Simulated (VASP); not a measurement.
# Sb (Fm-3m) in VASP: further runs, part 2 of 2

VASP 6.6.1. The steps go on from the part before.

**3. Electric field gradients, PBEsol**

File INCAR:

```
PREC     = Accurate       # precision mode
ENCUT    = 520            # plane-wave cutoff, eV
EDIFF    = 1E-8           # SCF threshold, eV
ISMEAR   = -1             # smearing method
SIGMA    = 0.03           # smearing width, eV
LREAL    = False          # projectors in reciprocal space
LASPH    = True           # aspherical terms in the spheres
NELM     = 100            # most SCF steps
ALGO     = Fast           # electronic algorithm
ISIF     = 2              # what is computed and relaxed
LWAVE    = False          # write WAVECAR
LCHARG   = False          # write CHGCAR
GGA      = PS             # functional
LEFG     = True         
NBANDS   = 8              # bands
```

File KPOINTS:

```
Automatic mesh
0
Gamma
  14 14 14
```

File POSCAR:

```
Sb
1.0
    0.0000000000      2.3050000000      2.3050000000
    2.3050000000      0.0000000000      2.3050000000
    2.3050000000      2.3050000000      0.0000000000
Sb
1
Direct
    0.0000000000      0.0000000000      0.0000000000
```

Potentials or basis: VASP PAW PBE potentials, release 64 (Sb).

Run with:

```
> cat potpaw_PBE.64/Sb/POTCAR > POTCAR
> mpirun -np 1 vasp_std > vasp.out
```

OUTCAR:

```text
PREC = Accurate
   ENCUT = 520
   EDIFF = 1E-8
   ISMEAR = -1
   LREAL = False
   LASPH = True
   NELM = 100
   ISIF = 2
   GGA = PS

 ion  position               nearest neighbor table
   1  0.000  0.000  0.000-

  LATTYP: Found a face centered cubic cell.
 ALAT       =     4.6100000000

  Lattice vectors:

 A1 = (   0.0000000000,   2.3050000000,   2.3050000000)
 A2 = (   2.3050000000,   0.0000000000,   2.3050000000)
 A3 = (   2.3050000000,   2.3050000000,   0.0000000000)

Analysis of symmetry for initial positions (statically):
=====================================================================
 Subroutine PRICEL returns:
 Original cell was already a primitive cell.

 Routine SETGRP: Setting up the symmetry group for a
 face centered cubic supercell.

 Subroutine GETGRP returns: Found 48 space group operations
 (whereof 48 operations were pure point group operations)
 out of a pool of 48 trial point group operations.

The static configuration has the point symmetry O_h .

Analysis of symmetry for dynamics (positions and initial velocities):
=====================================================================
 Subroutine PRICEL returns:
 Original cell was already a primitive cell.

 Routine SETGRP: Setting up the symmetry group for a
 face centered cubic supercell.

 Subroutine GETGRP returns: Found 48 space group operations
 (whereof 48 operations were pure point group operations)
 out of a pool of 48 trial point group operations.

The dynamic configuration has the point symmetry O_h .

 Subroutine INISYM returns: Found 48 space group operations
 (whereof 48 operations are pure point group operations),
 and found     1 'primitive' translations

----------------------------------------------------------------------------------------

                                     Primitive cell

  volume of cell :      24.4930

  direct lattice vectors                    reciprocal lattice vectors
     0.000000000  2.305000000  2.305000000    -0.216919740  0.216919740  0.216919740
     2.305000000  0.000000000  2.305000000     0.216919740 -0.216919740  0.216919740
     2.305000000  2.305000000  0.000000000     0.216919740  0.216919740 -0.216919740

  length of vectors
     3.259762261  3.259762261  3.259762261     0.375716010  0.375716010  0.375716010

  position of ions in fractional coordinates (direct lattice)
     0.000000000  0.000000000  0.000000000

  ion indices of the primitive-cell ions
   primitive index   ion index
                 1           1

----------------------------------------------------------------------------------------

 KPOINTS: Automatic mesh

Automatic generation of k-mesh.
 Grid dimensions read from file:
 generate k-points for:   14   14   14

 Generating k-lattice:

[... 61 lines left out ...]
   EDIFF  = 0.1E-07   stopping-criterion for ELM
   LREAL  =      F    real-space projection
   EDIFFG = 0.1E-06   stopping-criterion for IOM
   NSW    =      0    number of steps for IOM
   IBRION =     -1    ionic relax: 0-MD 1-quasi-New 2-CG
   NFREE  =      0    steps in history (QN), initial steepest desc. (CG)
   ISIF   =      2    stress and relaxation
   ISYM   =      2    0-nonsym 1-usesym 2-fastsym
   POTIM  = 0.5000    time-step for ionic-motion
   TEBEG  =    0.0;   TEEND  =   0.0 temperature during run
   PSTRESS=    0.0 pullay stress
   NELECT =       5.0000    total number of electrons
   NUPDOWN=      -1.0000    fix difference up-down
   EMIN   =  10.00;   EMAX   =-10.00  energy-range for DOS
   EFERMI =   0.00;   METHOD = LEGACY
   ISMEAR =    -1;   SIGMA  =   0.03  broadening in eV -4-tet -1-fermi 0-gaus
   EFERMI_NEDOS =   21; number of points for ismear=-14 and -15
   IALGO  =     68    algorithm
   IMIX   =      4    mixing-type and parameters
     AMIX     =   0.40;   BMIX     =  1.00
     AMIX_MAG =   1.60;   BMIX_MAG =  1.00
  volume/ion in A,a.u.               =      24.49       165.29
  Fermi-wavevector in a.u.,A,eV,Ry     =   0.963941  1.821585 12.642299  0.929183
  Thomas-Fermi vector in A             =   2.093530
   LORBIT       =      0    0 simple, 1 ext, 2 COOP (PROOUT), +10 PAW based schemes
   GGA     = PS    functional components
   LHFCALC =     F    Hartree Fock is set to
   AEXX    =    0.0000 exact exchange contribution
   IVDW    =     0    specifies the selected vdW correction
   LEPSILON=     F    determine dielectric tensor
   LRPA    =     F    only Hartree local field effects (RPA)
 non-spin polarized calculation
 RMM-DIIS sequential band-by-band and
  energy-cutoff  :      520.00
  volume of cell :       24.49
 maximum number of plane-waves:       673
   NGX = 13   NGY = 13   NGZ = 13

 number of electron       4.9999999 magnetization

 Free energy of the ion-electron system (eV)
  ---------------------------------------------------
  ext. energy  EPLUGINS =         0.00000000
  ---------------------------------------------------
  free energy    TOTEN  =        -4.26600645 eV

  energy without entropy =       -4.26310238  energy(sigma->0) =       -4.26455441

 E-fermi :   9.6935     XC(G=0): -10.7492

 val. band max:        9.6821190760   @ k =   0.5000   0.4286   0.0714
 cond. band min:       9.7514524900   @ k =   0.4286   0.3571   0.0000
 fundamental gap:      0.0693334140
 Fermi energy:         9.6934897069

 k-point     1 :       0.0000    0.0000    0.0000
  band No.  band energies     occupation
      1      -4.0585      2.00000
      2      15.7018      0.00000
      3      15.7018      0.00000
      4      15.7018      0.00000
      5      19.8982      0.00000
      6      19.9773      0.00000
      7      19.9773      0.00000
      8      19.9773      0.00000
[... 243 lines left out ...]
 k-point    24 :       0.2857    0.1429    0.0000
  band No.  band energies     occupation
      1      -2.4488      2.00000
      2       9.4903      1.99772
      3      12.7679      0.00000
      4      13.2239      0.00000
      5      17.0431      0.00000
      6      18.8129      0.00000
      7      22.3961      0.00000
      8      22.6989      0.00000

 [... further k-points ...]
[... 5 lines left out ...]
  --------------------------------------------------------------------------------------
  -------------------------------------------------------------------------------------
  Total        0.7858031      0.7858031      0.7858031      0.0000000     -0.0000000      0.0000000
  in kB       51.4021822     51.4021822     51.4021822      0.0000000     -0.0000000      0.0000000
  external PRESSURE =      51.4021822 kB  Pullay stress =       0.0000000 kB

 VOLUME and BASIS-vectors are now :
 -----------------------------------------------------------------------------
  energy-cutoff  :      520.00
  volume of cell :       24.49
      direct lattice vectors                 reciprocal lattice vectors
     0.000000000  2.305000000  2.305000000    -0.216919740  0.216919740  0.216919740
     2.305000000  0.000000000  2.305000000     0.216919740 -0.216919740  0.216919740
     2.305000000  2.305000000  0.000000000     0.216919740  0.216919740 -0.216919740

 POSITION                                       TOTAL-FORCE (eV/Angst)
 -----------------------------------------------------------------------------------
      0.00000      0.00000      0.00000         0.000000      0.000000      0.000000
 -----------------------------------------------------------------------------------
    total drift:                                0.000000      0.000000      0.000000

  FREE ENERGIE OF THE ION-ELECTRON SYSTEM (eV)
  ---------------------------------------------------
  free  energy   TOTEN  =        -4.2660064455 eV

  energy  without entropy=       -4.2631023775  energy(sigma->0) =       -4.26455441

 Electric field gradients (V/A^2)
---------------------------------------------------------------------
 ion       V_xx      V_yy      V_zz      V_xy      V_xz      V_yz
---------------------------------------------------------------------
   1      -0.000     0.000     0.000     0.000     0.000     0.000
---------------------------------------------------------------------

 Electric field gradients after diagonalization (V/A^2)
 (convention: |V_zz| > |V_xx| > |V_yy|)
----------------------------------------------------------------------
 ion       V_xx      V_yy      V_zz     asymmetry (V_yy - V_xx)/ V_zz
----------------------------------------------------------------------
   1      -0.000    -0.000     0.000       0.000
----------------------------------------------------------------------

           NMR quadrupolar parameters

 Cq : quadrupolar parameter    Cq=e*Q*V_zz/h
 eta: asymmetry parameters     (V_yy - V_xx)/ V_zz
 Q  : nuclear electric quadrupole moment in mb (millibarn)
----------------------------------------------------------------------
 ion       Cq(MHz)       eta       Q (mb)
----------------------------------------------------------------------
   1       0.000       0.000       1.000
----------------------------------------------------------------------
```

Run time: 11 s. Hardware: 1 thread of Intel Xeon Platinum 8488C (Sapphire Rapids), shared host; peak memory 0.14 GiB.

Results:

```yaml
Free_energy: -4.2660 eV
Pressure: 5.1 GPa
Band_gap_on_the_k_mesh: none (metal or under the smearing width)
```

Levels at points of the mesh, in eV from the Fermi level:
| k point | band 1 | band 2 | band 3 | band 4 | band 5 | band 6 |
| --- | --- | --- | --- | --- | --- | --- |
| (0.00, 0.00, 0.00) | -13.75 | 6.01 | 6.01 | 6.01 | 10.20 | 10.28 |
| (0.50, 0.00, 0.00) | -9.45 | -6.49 | 4.07 | 4.07 | 8.80 | 9.34 |
| (0.50, 0.50, 0.00) | -7.54 | -5.49 | 0.36 | 0.36 | 4.20 | 4.55 |

Electric field gradients, principal values (V/Å²):
```csv
atom,Vxx,Vyy,Vzz
1 Sb,0.000,0.000,0.000
```

Caveat: the PAW data sets were made with another functional, which shifts forces and pressure a little. Spin-orbit coupling is left out, which matters for the levels of Sb.
